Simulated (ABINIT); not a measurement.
# Se (P3_221) in ABINIT: reference runs

How does Se come out in PBE? The cell is run as given and disturbed.

Everything below comes from runs of ABINIT 10.8.3 (patched build). Logs are shortened: lines on timing, memory, paths and dates and some standing lists are left out, and cuts for length are marked. The log counts tension as positive stress, the text compression.

## Step 1: The crystal as given

It takes space group P3_221 (No. 154, trigonal). Conventional cell: a = 4.355 Å, b = 4.355 Å, c = 4.949 Å, α = 90.00°, β = 90.00°, γ = 120.00°. Se (site symmetry 2) is surrounded by 2 Se at 2.32 Å.

## Step 2: Single point, PBE

run.abi reads:

```
pp_dirpath "./"
pseudos "Se.GGA_PBE-JTH.xml"

acell 4.35517 4.35517 4.94945 Angstrom
rprim
     1.0000000000     0.0000000000     0.0000000000
    -0.5000000000     0.8660254038     0.0000000000
     0.0000000000     0.0000000000     1.0000000000
ntypat 1
znucl 34
natom 3
typat 1 1 1
xcart
     1.7050490550     2.9532315927     2.4747250000
    -0.4725359450     0.8184562651     4.1245416665
     0.9450718900     0.0000000000     0.8249083335 Angstrom

ecut 408.170794 eV
pawecutdg 30.0

kptopt 1
ngkpt 7 7 6
nshiftk 1
shiftk 0.0 0.0 0.0

ixc 11

nband 13
occopt 3
tsmear 0.00183747

nstep 100
tolvrs 1.0e-9

iomode 3
prtwf 0
prtden 0
prteig 0
prtebands 0
enunit 2
```

Potentials or basis: JTH PAW PBE v2.0.

Run with:

```bash
> abinit run.abi > log 2>&1
```

run.abo:

```text
.Version 10.8.3 of ABINIT
 Symmetries : space group P3_2 2 1 (#154); Bravais hP (primitive hexag.)
================================================================================
 Values of the parameters that define the memory need of the present run
     intxc =       0    ionmov =       0      iscf =      17    lmnmax =       8
     lnmax =       4     mgfft =      36  mpssoang =       2    mqgrid =    3001
     natom =       3  nloc_mem =       2    nspden =       1   nspinor =       1
    nsppol =       1      nsym =       6    n1xccc =       1    ntypat =       1
    occopt =       3   xclevel =       2
       mpw =        1542          nfft =       32400          nkpt =          40
 PAW method is used; the additional fine FFT grid is defined by:
   mgfftf=        48    nfftf =     97200
================================================================================
================================================================================

--------------------------------------------------------------------------------
------------- Echo of variables that govern the present computation ------------
--------------------------------------------------------------------------------
 -outvars: echo values of preprocessed input variables --------
            acell      8.2300785318E+00  8.2300785318E+00  9.3531049739E+00 Bohr
              amu      7.89600000E+01
             ecut      1.50000000E+01 Hartree
           enunit           2
              ixc          11
         kptrlatt        7    0    0      0    7    0      0    0    6
          kptrlen      5.61186298E+01
            natom           3
            nband          13
            ngfft          30      30      36
          ngfftdg          45      45      48
             nkpt          40
            nstep         100
             nsym           6
           ntypat           1
           occopt           3
        pawecutdg      3.00000000E+01 Hartree
         pawxcdev           0
           prtden           0
        prtebands           0
           prteig           0
            prtwf           0
            rprim      1.0000000000E+00  0.0000000000E+00  0.0000000000E+00
                      -5.0000000000E-01  8.6602540380E-01  0.0000000000E+00
                       0.0000000000E+00  0.0000000000E+00  1.0000000000E+00
          spgroup         154
           tolvrs      1.00000000E-09
           tsmear      1.83747000E-03 Hartree
            typat      1  1  1
           useylm           1
           xangst      1.7050490550E+00  2.9532315927E+00  2.4747250000E+00
                      -4.7253594499E-01  8.1845626512E-01  4.1245416667E+00
                       9.4507188999E-01 -2.2548949007E-11  8.2490833333E-01
            xcart      3.2220757452E+00  5.5807988966E+00  4.6765524869E+00
                      -8.9296352068E-01  1.5466581871E+00  7.7942541449E+00
                       1.7859270414E+00 -4.2611338050E-11  1.5588508290E+00
             xred      7.8300000000E-01  7.8300000000E-01  5.0000000000E-01
                      -2.9892902639E-12  2.1699999999E-01  8.3333333333E-01
                       2.1699999999E-01 -5.9784769727E-12  1.6666666667E-01
            znucl       34.00000

================================================================================

 chkinp: Checking input parameters for consistency.

================================================================================
== DATASET  1 ==================================================================

--- !DatasetInfo
iteration_state: {dtset: 1, }
dimensions: {natom: 3, nkpt: 40, mband: 13, nsppol: 1, nspinor: 1, nspden: 1, mpw: 1542, }
cutoff_energies: {ecut:  15.0, pawecutdg:  30.0, }
electrons: {nelect:   1.80000000E+01, charge:   0.00000000E+00, occopt:   3.00000000E+00, tsmear:   1.83747000E-03, }
meta: {optdriver: 0, ionmov: 0, optcell: 0, iscf: 17, paral_kgb: 0, }
...

 Exchange-correlation functional for the present dataset will be:
  GGA: Perdew-Burke-Ernzerhof functional - ixc=11
  J.P.Perdew, K.Burke, M.Ernzerhof, PRL 77, 3865 (1996)

 Real(R)+Recip(G) space primitive vectors, cartesian coordinates (Bohr,Bohr^-1):
 R(1)=  8.2300785  0.0000000  0.0000000  G(1)=  0.1215055  0.0701512  0.0000000
 R(2)= -4.1150393  7.1274571  0.0000000  G(2)=  0.0000000  0.1403025  0.0000000
 R(3)=  0.0000000  0.0000000  9.3531050  G(3)=  0.0000000  0.0000000  0.1069164
 Unit cell volume ucvol=  5.4864876E+02 bohr^3
 Angles (23,13,12)=  9.00000000E+01  9.00000000E+01  1.20000000E+02 degrees

 Coarse grid specifications (used for wave-functions):

 getcut: wavevector=  0.0000  0.0000  0.0000  ngfft=  30  30  36
         ecut(hartree)=     15.000   => boxcut(ratio)=   2.09232

 Fine grid specifications (used for densities):

 getcut: wavevector=  0.0000  0.0000  0.0000  ngfft=  45  45  48
         ecut(hartree)=     30.000   => boxcut(ratio)=   2.08142

[... 55 lines left out ...]
- [  0.00000000E+00,  -1.54508594E-04,   0.00000000E+00, ]
- [  0.00000000E+00,   0.00000000E+00,  -2.51553724E-04, ]
pressure_GPa:   5.4975E+00
xred      :
- [  7.8300E-01,   7.8300E-01,   5.0000E-01, Se]
- [ -2.9893E-12,   2.1700E-01,   8.3333E-01, Se]
- [  2.1700E-01,  -5.9785E-12,   1.6667E-01, Se]
cartesian_forces: # hartree/bohr
- [ -1.13972717E-02,  -1.97406536E-02,  -9.59626146E-29, ]
- [ -1.13972717E-02,   1.97406536E-02,   1.91925229E-28, ]
- [  2.27945434E-02,   3.73884230E-19,  -9.59626146E-29, ]
force_length_stats: {min:   2.27945434E-02, max:   2.27945434E-02, mean:   2.27945434E-02, }
...

 Integrated electronic density in atomic spheres:
 ------------------------------------------------
 Atom  Sphere_radius  Integrated_density
    1        2.21132          3.91095604
    2        2.21132          3.91095604
    3        2.21132          3.91095604

================================================================================

 ----iterations are completed or convergence reached----

 Mean square residual over all n,k,spin=   67.767E-11; max=  21.805E-08
 reduced coordinates (array xred) for    3 atoms
       0.783000000000      0.782999999997      0.500000000000
      -0.000000000003      0.216999999991      0.833333333333
       0.216999999994     -0.000000000006      0.166666666667
 rms dE/dt=  1.0831E-01; max dE/dt=  9.3800E-02; dE/dt below (all hartree)
    1       0.093800441000      0.093800441000      0.000000000000
    2       0.093800441000     -0.187600881999     -0.000000000000
    3      -0.187600881999      0.093800441000      0.000000000000

 cartesian coordinates (angstrom) at end:
    1      1.70504905500677     2.95323159269955     2.47472500000000
    2     -0.47253594499323     0.81845626512300     4.12454166666667
    3      0.94507188998646    -0.00000000002255     0.82490833333333

 cartesian forces (hartree/bohr) at end:
    1     -0.01139727168306    -0.01974065362237    -0.00000000000000
    2     -0.01139727168306     0.01974065362237     0.00000000000000
    3      0.02279454336612     0.00000000000000    -0.00000000000000
 frms,max,avg= 1.3160436E-02 2.2794543E-02   0.000E+00  0.000E+00  0.000E+00 h/b

 cartesian forces (eV/Angstrom) at end:
    1     -0.58607127392983    -1.01510522328484    -0.00000000000000
    2     -0.58607127392983     1.01510522328484     0.00000000000000
    3      1.17214254785966     0.00000000000000    -0.00000000000000
 frms,max,avg= 6.7673682E-01 1.1721425E+00   0.000E+00  0.000E+00  0.000E+00 e/A
 length scales=  8.230078531770  8.230078531770  9.353104973874 bohr
              =  4.355170000000  4.355170000000  4.949450000000 angstroms
 Fermi (or HOMO) energy (hartree) =   0.03066   Average Vxc (hartree)=  -0.33564
 Eigenvalues (hartree) for nkpt=  40  k points:
 kpt#   1, nband= 13, wtk=  0.00340, kpt=  0.0000  0.0000  0.0000 (reduced coord)
  -0.58479   -0.42669   -0.42669   -0.13822   -0.13822   -0.13037   -0.07146   -0.07146
  -0.00562    0.08478    0.08478    0.09857    0.23077
      occupation numbers for kpt#   1
   2.00000    2.00000    2.00000    2.00000    2.00000    2.00000    2.00000    2.00000
   2.00000    0.00000    0.00000    0.00000    0.00000
 prteigrs : prtvol=0 or 1, do not print more k-points.

 Fermi (or HOMO) energy (eV) =   0.83440   Average Vxc (eV)=  -9.13324
 Eigenvalues (   eV  ) for nkpt=  40  k points:
 kpt#   1, nband= 13, wtk=  0.00340, kpt=  0.0000  0.0000  0.0000 (reduced coord)
 -15.91307  -11.61080  -11.61080   -3.76122   -3.76122   -3.54759   -1.94455   -1.94455
  -0.15294    2.30703    2.30703    2.68223    6.27954
 prteigrs : prtvol=0 or 1, do not print more k-points.

--- !EnergyTerms
iteration_state     : {dtset: 1, }
comment             : Components of total free energy in Hartree
kinetic             :  1.02064186646656E+01
hartree             :  3.58121942632003E+00
xc                  : -1.89736877653301E+01
Ewald energy        : -2.55837631010119E+01
psp_core            :  3.07028908794182E+00
local_psp           : -1.13432690566306E+01
PAW spherical_terms :  1.03129844665645E+01
internal            : -2.87298082774807E+01
'-kT*entropy'       : -1.67330978536995E-08
total_energy        : -2.87298082942138E+01
total_energy_eV     : -7.81777910266840E+02
...

--- !EnergyTermsDC
iteration_state     : {dtset: 1, }
comment             : '"Double-counting" decomposition of free energy'
band_energy         : -4.11461169029882E+00
Ewald energy        : -2.55837631010119E+01
psp_core            :  3.07028908794182E+00
xc_dc               : -1.17844198676705E+01
PAW spherical_terms :  9.68269684807285E+00
internal            : -2.87298087229665E+01
'-kT*entropy'       : -1.67330978536995E-08
total_energy_dc     : -2.87298087396996E+01
total_energy_dc_eV  : -7.81777922389127E+02
...

--- !EnergyTermsWithPAWCore
iteration_state     : {dtset: 1, }
comment             : 'Components of total free energy, including PAW core contributions'
Total energy        : -7.29027079390845E+03
Total energy DC     : -7.29027079435393E+03
Total energy (eV)   : -1.98378374410837E+05
Total energy DC (eV): -1.98378374422960E+05
...

 Cartesian components of stress tensor (hartree/bohr^3)
  sigma(1 1)= -1.54508593E-04  sigma(3 2)=  0.00000000E+00
  sigma(2 2)= -1.54508594E-04  sigma(3 1)=  0.00000000E+00
  sigma(3 3)= -2.51553724E-04  sigma(2 1)=  0.00000000E+00

-Cartesian components of stress tensor (GPa)         [Pressure=  5.4975E+00 GPa]
- sigma(1 1)= -4.54579976E+00  sigma(3 2)=  0.00000000E+00
- sigma(2 2)= -4.54579977E+00  sigma(3 1)=  0.00000000E+00
- sigma(3 3)= -7.40096609E+00  sigma(2 1)=  0.00000000E+00

== END DATASET(S) ==============================================================
================================================================================

 -outvars: echo values of variables after computation  --------
            acell      8.2300785318E+00  8.2300785318E+00  9.3531049739E+00 Bohr
           etotal     -2.8729808740E+01
            fcart     -1.1397271683E-02 -1.9740653622E-02 -9.5962614578E-29
                      -1.1397271683E-02  1.9740653622E-02  1.9192522916E-28
                       2.2794543366E-02  3.7388423007E-19 -9.5962614578E-29
            rprim      1.0000000000E+00  0.0000000000E+00  0.0000000000E+00
                      -5.0000000000E-01  8.6602540380E-01  0.0000000000E+00
                       0.0000000000E+00  0.0000000000E+00  1.0000000000E+00
           strten     -1.5450859344E-04 -1.5450859363E-04 -2.5155372430E-04
                       0.0000000000E+00  0.0000000000E+00  0.0000000000E+00
           xangst      1.7050490550E+00  2.9532315927E+00  2.4747250000E+00
                      -4.7253594499E-01  8.1845626512E-01  4.1245416667E+00
                       9.4507188999E-01 -2.2548949007E-11  8.2490833333E-01
             xred      7.8300000000E-01  7.8300000000E-01  5.0000000000E-01
                      -2.9892902639E-12  2.1699999999E-01  8.3333333333E-01
                       2.1699999999E-01 -5.9784769727E-12  1.6666666667E-01
 Calculation completed.
```

Wall time 24 s (1 thread of Arm Neoverse V1, shared host); peak memory 0.11 GiB.

Results:

```yaml
Free_energy: -781.7779 eV
Pressure: 5.5 GPa
Largest_force: 1.172 eV/Å
Band_gap_on_the_k_mesh: 1.17 eV, indirect (least direct gap 1.40 eV)
```

Forces on the atoms (eV/Å):
```
Se  -0.586 -1.015  0.000
Se  -0.586  1.015  0.000
Se   1.172  0.000  0.000
```

Stress tensor (GPa, compression positive):
```
4.55 0.00 0.00
0.00 4.55 0.00
0.00 0.00 7.40
```

Caveat: an odd mesh through Γ misses points on the zone boundary, where band edges often lie; forces of over 1 eV/Å show positions far from the minimum, so gaps and moduli don't describe the material at rest; the atomic spheres overlap.

## Step 3: Single point, PBE (atoms moved at random, drawn with an rms of 0.05 Å)

run.abi reads:

```
# Pseudopotentials
pp_dirpath "./"
pseudos "Se.GGA_PBE-JTH.xml"

# Structure
acell 8.2300785262 8.2300785262 9.3531049675
rprim
     1.0000000000     0.0000000000     0.0000000000
    -0.5000000000     0.8660254038     0.0000000000
     0.0000000000     0.0000000000     1.0000000000
ntypat 1
znucl 34
natom 3
typat 1 1 1
xred
     0.7838740000     0.7904350000     0.4983540000
     0.0185930000     0.2215440000     0.8349010000
     0.2043500000    -0.0036450000     0.1720960000
chkprim 0
chksymtnons 0
tolsym 1.0e-6

# Plane-wave basis
ecut 15.0
pawecutdg 30.0

# k points
kptopt 1
ngkpt 7 7 6
nshiftk 1
shiftk 0.0 0.0 0.0

# Exchange and correlation
ixc 11

# Bands and occupations
nband 13
occopt 3
tsmear 0.00183747

# SCF cycle
nstep 100
tolvrs 1.0e-9

# Output
iomode 3
prtwf 0
prtden 0
prteig 0
prtebands 0
```

Potentials or basis: JTH PAW PBE v2.0.

Run with:

```bash
> abinit run.abi > log 2>&1
```

run.abo:

```text
.Version 10.8.3 of ABINIT
 Symmetries : space group P1 (#  1); Bravais aP (primitive triclinic)
================================================================================
 Values of the parameters that define the memory need of the present run
     intxc =       0    ionmov =       0      iscf =      17    lmnmax =       8
     lnmax =       4     mgfft =      36  mpssoang =       2    mqgrid =    3001
     natom =       3  nloc_mem =       2    nspden =       1   nspinor =       1
    nsppol =       1      nsym =       1    n1xccc =       1    ntypat =       1
    occopt =       3   xclevel =       2
       mpw =        1542          nfft =       32400          nkpt =         148
 PAW method is used; the additional fine FFT grid is defined by:
   mgfftf=        48    nfftf =     97200
================================================================================
================================================================================

[... 255 lines left out ...]
================================================================================

 -outvars: echo values of variables after computation  --------
            acell      8.2300785262E+00  8.2300785262E+00  9.3531049675E+00 Bohr
           etotal     -2.8724535909E+01
            fcart     -1.9815735559E-02 -2.6548529793E-02  9.6388385560E-03
                      -2.0278805902E-02  2.5878503124E-02 -5.1227689353E-03
                       4.0094541461E-02  6.7002666925E-04 -4.5160696207E-03
            rprim      1.0000000000E+00  0.0000000000E+00  0.0000000000E+00
                      -5.0000000000E-01  8.6602540380E-01  0.0000000000E+00
                       0.0000000000E+00  0.0000000000E+00  1.0000000000E+00
           strten     -2.3463815612E-04 -1.9723328254E-04 -3.5252748101E-04
                       4.6806991608E-05  1.7582585333E-05 -6.3932234710E-06
           xangst      1.6926651280E+00  2.9812740899E+00  2.4665782036E+00
                      -4.0145521516E-01  8.3559481422E-01  4.1323007516E+00
                       8.9791628622E-01 -1.3747802233E-02  8.5178054662E-01
             xred      7.8387400000E-01  7.9043500000E-01  4.9835400000E-01
                       1.8593000000E-02  2.2154400000E-01  8.3490100000E-01
                       2.0435000000E-01 -3.6450000000E-03  1.7209600000E-01
 Calculation completed.
```

Run time: 79 s. Hardware: 1 thread of Arm Neoverse V1, shared host; peak memory 0.16 GiB.

What came out:

```
Free energy            : -781.6344 eV
Pressure               : 7.7 GPa
Largest force          : 2.075 eV/Å
Band gap on the k mesh : 1.03 eV, indirect (least direct gap 1.19 eV)
```

Forces on the atoms (eV/Å):
```
Se  -1.019 -1.365  0.496
Se  -1.043  1.331 -0.263
Se   2.062  0.034 -0.232
```

Levels at points of the mesh, in eV from the valence-band top:
| k point | band 5 | band 6 | band 7 | band 8 | band 9 | band 10 | band 11 | band 12 | band 13 |
| --- | --- | --- | --- | --- | --- | --- | --- | --- | --- |
| (0.00, 0.00, 0.00) | -4.11 | -3.84 | -2.39 | -2.27 | -0.44 | 2.04 | 2.21 | 2.68 | 5.85 |
| (0.00, 0.00, 0.50) | -3.66 | -3.58 | -1.66 | -1.56 | -1.33 | 1.17 | 1.43 | 1.71 | 6.04 |

Caveat: an odd mesh through Γ misses points on the zone boundary, where band edges often lie; the atomic spheres overlap.
